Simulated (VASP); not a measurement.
# PbO2: band structure with HSE03

PbO2:

```xyz
6
Lattice="4.9950 0.0000 0.0000 0.0000 4.9950 0.0000 0.0000 0.0000 3.4090" Properties=species:S:1:pos:R:3 pbc="T T T"
Pb    2.4975    2.4975    1.7045
Pb    0.0000    0.0000    0.0000
O     3.4594    3.4594    0.0000
O     4.0331    0.9619    1.7045
O     0.9619    4.0331    1.7045
O     1.5356    1.5356    0.0000
```

The cell is a database's computed one.

```yaml
Program: VASP 6.6.1
Task: band structure
Functional: HSE03
Potentials_or_basis: VASP PAW PBE potentials, release 64 (Pb_d, O)
Cutoff: 520 eV
k_mesh: 4 × 4 × 6
Occupations: gaussian, width 0.02 eV
Spin: no spin polarisation
Ladder: gaps
Grid_for_exact_exchange_PRECFOCK: Fast
Further_INCAR_settings: ALGO = Normal; EDIFF = 1e-06
```

```
Pressure                : -2.7 GPa
Largest force           : 0.037 eV/Å
Band gap along the path : none (metal or under the smearing width)
```

Forces on the atoms (eV/Å):
```
Pb   0.000  0.000  0.000
Pb   0.000  0.000  0.000
O   -0.026 -0.026  0.000
O    0.026 -0.026  0.000
O   -0.026  0.026  0.000
O    0.026  0.026  0.000
```

Stress tensor (GPa, compression positive):
```
-2.25  0.00  0.00
 0.00 -2.25  0.00
 0.00  0.00 -3.64
```

Levels at the corners of the path, in eV from the Fermi level:
```
point  band 24  band 25  band 26  band 27  band 28  band 29
    Γ    -0.44    -0.44    -0.13    -0.10     5.69     7.24
    X    -0.47    -0.45    -0.45     3.58     3.58     7.87
    X    -0.47    -0.45    -0.45     3.58     3.58     7.87
    M    -0.70    -0.50    -0.50     4.06     4.06     8.12
    M    -0.70    -0.50    -0.50     4.06     4.06     8.12
    Γ    -0.44    -0.44    -0.13    -0.10     5.69     7.24
    Γ    -0.44    -0.44    -0.13    -0.10     5.69     7.24
    Z    -1.34    -1.01    -1.01     5.13     5.13    10.45
    Z    -1.34    -1.01    -1.01     5.13     5.13    10.45
    R    -0.97    -0.01    -0.01     5.46     5.46     8.77
    R    -0.97    -0.01    -0.01     5.46     5.46     8.77
    A    -0.80    -0.74    -0.74     4.09     4.09     9.80
    A    -0.80    -0.74    -0.74     4.09     4.09     9.80
    Z    -1.34    -1.01    -1.01     5.13     5.13    10.45
    X    -0.47    -0.45    -0.45     3.58     3.58     7.87
    R    -0.97    -0.01    -0.01     5.46     5.46     8.77
    M    -0.70    -0.50    -0.50     4.06     4.06     8.12
    A    -0.80    -0.74    -0.74     4.09     4.09     9.80
```

Run time: 64 min on 4 MPI ranks on Intel(R) Xeon(R) 6975P-C (Granite Rapids) (shared host), peak memory 0.45 GiB a rank.

Caveat: the PAW data sets were made with another functional, which shifts forces and pressure a little; spin-orbit coupling is left out, which moves the levels of the heavy elements.
